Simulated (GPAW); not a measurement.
PtS2: band structure with PBEsol

The system is PtS2.

```xyz
3
Lattice="3.5432 0.0000 0.0000 -1.7716 3.0685 0.0000 0.0000 0.0000 5.0388" Properties=species:S:1:pos:R:3 pbc="T T T"
Pt    0.0000    0.0000    0.0000
S     1.7716    1.0228    3.8950
S     0.0000    2.0457    1.1438
```

```json
{
  "Program": "GPAW 26.7.0",
  "Task": "band structure",
  "Functional": "PBEsol",
  "Potentials or basis": "PAW data sets generated in the run's folder for this functional",
  "Cutoff": "600 eV",
  "Basis": "pw",
  "k mesh": "9 × 9 × 5",
  "Occupations": "fermi-dirac, width 0.05 eV",
  "Spin": "no spin polarisation",
  "Maxiter": "150",
  "Band path": "GMKGALHA,LM,KH",
  "Band points": "100"
}
```

```yaml
Pressure: 6.4 GPa
Largest_force: 0.969 eV/Å
Band_gap_on_the_k_mesh: 0.93 eV, indirect (least direct gap 0.97 eV)
Band_gap_along_the_path: 0.94 eV, indirect (least direct gap 1.49 eV)
```

Forces on the atoms (eV/Å):
```
Pt   0.000  0.000  0.000
S    0.000  0.000 -0.969
S    0.000  0.000  0.969
```

Stress tensor (GPa, compression positive):
```
6.62 0.00 0.00
0.00 6.62 0.00
0.00 0.00 5.88
```

Levels at the corners of the path, in eV from the valence-band top:
```
point  band 11  band 12  band 13  band 14  band 15  band 16  band 17  band 18
    Γ    -1.80    -1.11    -1.11    -0.11     2.44     2.44     4.65     5.62
    M    -3.35    -3.25    -3.01    -2.34     1.73     2.83     5.44     6.40
    K    -3.70    -2.69    -1.50    -1.50     0.98     0.98     5.63     7.93
    Γ    -1.80    -1.11    -1.11    -0.11     2.44     2.44     4.65     5.62
    A    -2.52    -1.30    -1.30    -0.89     2.92     2.92     5.33     7.24
    L    -3.29    -3.09    -2.74    -1.34     2.07     2.32     5.32     5.39
    H    -3.58    -3.57    -1.90    -1.90     2.20     2.20     7.26     7.77
    A    -2.52    -1.30    -1.30    -0.89     2.92     2.92     5.33     7.24
    L    -3.29    -3.09    -2.74    -1.34     2.07     2.32     5.32     5.39
    M    -3.35    -3.25    -3.01    -2.34     1.73     2.83     5.44     6.40
    K    -3.70    -2.69    -1.50    -1.50     0.98     0.98     5.63     7.93
    H    -3.58    -3.57    -1.90    -1.90     2.20     2.20     7.26     7.77
```

Run time: 100 s on 1 thread of Arm Neoverse V2, with other jobs on the host, peak memory 0.38 GiB.

Caveat: spin-orbit coupling is left out, which moves the levels of the heavy elements.
